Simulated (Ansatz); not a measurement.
## Energy ranking of SnH₅ structures

These are results of DFT PBE, scalar-relativistic, plane waves, PAW (Ansatz 0.2.0), not measurements. All cells share a 420 eV cutoff and Γ-centred k meshes spaced at most about 0.3 Å⁻¹ (about 0.25 or finer for metals, 2π included). No spin polarisation.

The zero of energy is the elements' standard structures at the same level (H₂ as a molecule); no fitted shifts are applied. The references include grey tin.

These are static total energies at zero pressure. Larger cells and other orderings weren't all tried, so the list isn't exhaustive. The k mesh leaves some 4 meV/atom of noise in the energy of each metallic cell. Weakly bound directions are ill-defined at this level, which has no dispersion term (P-6m2 at 21.9 Å³/atom, P6/mmm at 9.6 Å³/atom, P4/mmm, P-6m2 at 9.9 Å³/atom, I4/mmm and others), and this can change margins and order among such cells. With hydrogen, zero-point motion can shift formation energies by some tens of meV/atom.

Invented guesses were relaxed alike, and ends that match in structure were merged. ΔE counts from the first row. Coordination counts H atoms around Sn (those within 1.25 times the shortest such distance or 1.15 times the sum of covalent radii; a plus sign parts nearer from farther groups). The ends were matched against large subsets of the Crystallography Open Database and the Materials Project, so a missing match doesn't prove that a structure is unreported.

```tsv
#	reached from	type and space group	atoms	Å³/atom	coordination	ΔE (meV/atom)	gap on mesh (eV)	in databases
1	random cell	P-6m2 (No. 187)	6	21.9	Sn 3	0	0.00	no match
2	BaSn5 type (P6/mmm)	P6/mmm (No. 191)	6	9.6	Sn 2	77	0.00	no match
3	Hf5Pb type (P4/mmm)	P4/mmm (No. 123)	6	9.3	Sn 2+8	120	0.00	no match
4	CeMg5 type (P-6m2)	P-6m2 (No. 187)	6	9.9	Sn 2+6	125	0.00	no match
5	random cell	I4/mmm (No. 139)	6	8.9	Sn 4	439	0.00	no match
6	random cell	P6/mmm (No. 191)	6	11.0	Sn 2	499	0.00	no match
7	random cell	P6/mmm (No. 191)	6	8.5	Sn 2	616	0.00	no match
8	ZrNi5 type (F-43m)	F-43m (No. 216)	6	6.9	Sn 16	725	0.00	no match
9	DyFe5 type (P6/mmm)	P6/mmm (No. 191)	6	7.5	Sn 6	740	0.00	no match
```

The lowest: Space group P-6m2 (No. 187), hexagonal, a = 3.604 Å, c = 11.699 Å. Sn is surrounded by 3 H at 2.08 Å; around H on a site of symmetry -6m2 lie 3 Sn at 2.08 Å; around H on a site of symmetry 3m lies 1 H at 0.75 Å; H on a second site of symmetry 3m has 1 H at 0.75 Å. Its energy over the elements is +0.27 eV/atom. It can't be a ground state, since the elements alone are lower. An observed structure of this formula, if there is one, may be missing.

```cif
data_structure
_symmetry_space_group_name_H-M 'P-6m2'
_symmetry_Int_Tables_number 187
_cell_length_a 3.6035
_cell_length_b 3.6035
_cell_length_c 11.6995
_cell_angle_alpha 90.000
_cell_angle_beta 90.000
_cell_angle_gamma 120.000
_cell_volume 131.57
loop_
_atom_site_label
_atom_site_type_symbol
_atom_site_symmetry_multiplicity
_atom_site_Wyckoff_symbol
_atom_site_fract_x
_atom_site_fract_y
_atom_site_fract_z
_atom_site_occupancy
Sn1 Sn 1 e 0.66667 0.33333 0.00000 1
H1 H 1 a 0.00000 0.00000 0.00000 1
H2 H 2 g 0.00000 0.00000 0.32285 1
H3 H 2 g 0.00000 0.00000 0.61299 1
```

The second: Space group P6/mmm (No. 191), hexagonal, a = 4.018 Å, c = 4.123 Å. Around Sn lie 2 H at 2.06 Å; around H on a site of symmetry 3m lie 1 H at 0.77 Å, 6 H at 2.32–2.35 Å and 3 H at 2.45 Å; H on a site of symmetry 6/mmm is surrounded by 2 Sn at 2.06 Å and 12 H at 2.35 Å. Counting H atoms around Sn, the first has Sn 3 and the second has Sn 2. The first and the second both hold H–H pairs as short as in free H₂ molecules. Cells relaxed within their symmetry can be saddle points.

```
Sn H
1.0
     4.01790    0.00000    0.00000
    -2.00895    3.47960    0.00000
     0.00000    0.00000    4.12333
Sn H
1 5
Direct
  0.00000 0.00000 0.50000
  0.66667 0.33333 0.90621
  0.00000 0.00000 0.00000
  0.66667 0.33333 0.09379
  0.33333 0.66667 0.09379
  0.33333 0.66667 0.90621
```

Some candidate types were left out of the draw beforehand, so a known form may be missing.
